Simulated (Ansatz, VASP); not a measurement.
**One calculation of BaS, two programs**

File INCAR:

```
PREC = Accurate ; ENCUT = 520
EDIFF = 1E-7 ; ISMEAR = -1
SIGMA = 0.05 ; LREAL = F
LASPH = T ; NELM = 80
ALGO = Normal ; ISIF = 2
LWAVE = F ; LCHARG = T
GGA = PE ; LELF = T
LVHAR = T ; NBANDS = 15
```

KPOINTS

```
regular mesh
0
Gamma
  7 7 7
```

Contents of POSCAR:

```
BaS
1.0
    0.0000000000      3.1937500000      3.1937500000
    3.1937500000      0.0000000000      3.1937500000
    3.1937500000      3.1937500000      0.0000000000
Ba S
1 1
Direct
   -0.0008700000      0.0093810000      0.0064900000
    0.5034260000      0.4980180000      0.4999670000
```

input.yaml

```yaml
crystal:
  lattice:
    - [0.0, 3.19375, 3.19375]
    - [3.19375, 0.0, 3.19375]
    - [3.19375, 3.19375, 0.0]
  atoms:
    - { symbol: Ba, position: [-0.00087, 0.009381, 0.00649] }
    - { symbol: S, position: [0.503426, 0.498018, 0.499967] }
hamiltonian:
  xc: pbe
  pseudopotentials: { kind: paw }
kpoints:
  mp_grid: { grid: [7, 7, 7] }
scf:
  occupations: { method: fermi_dirac, width: 0.05 }
output:
  forces: true
  stress: true
  eigenvalues: true
```

Change from the starting cell: atoms moved at random, drawn with an rms of 0.05 Å.

Alike in both runs: task single point; functional PBE; k mesh 7 × 7 × 7; occupations fermi-dirac, width 0.05 eV; no spin polarisation.

|  | VASP | Ansatz |
| --- | --- | --- |
| version | VASP 6.6.1 | Ansatz 0.2.0 |
| potentials or method | VASP PAW PBE potentials, release 64 (Ba_sv, S) | Ansatz PAW |
| plane-wave cutoff (eV) | 520 | 420 |
| valence electrons in the cell | 16 | 16 |

VASP gave:

| Property | Result |
| --- | --- |
| gap on the k mesh at the Fermi level (eV) | 2.18 |
| least direct gap on the mesh (eV) | 2.32 |
| pressure (GPa) | 1.5 |
| largest component of the traceless stress (GPa) | 0.09 |
| rms of the force components (eV/Å) | 0.076 |

Q: Which values does Ansatz return?

A: gap on the k mesh at the Fermi level (eV): 2.27; least direct gap on the mesh (eV): 2.38; pressure (GPa): 0.9; largest component of the traceless stress (GPa): 0.09; rms of the force components (eV/Å): 0.069.

Atom by atom the forces differ by 0.007 eV/Å (rms over components).

Caveats: spin-orbit coupling is left out, which moves the levels of the heavy elements; an odd mesh through Γ misses points on the zone boundary, where band edges often lie (VASP); odd divisions of the mesh miss points on the zone boundary, where band edges often lie, so the gap on the mesh can be too wide (Ansatz).
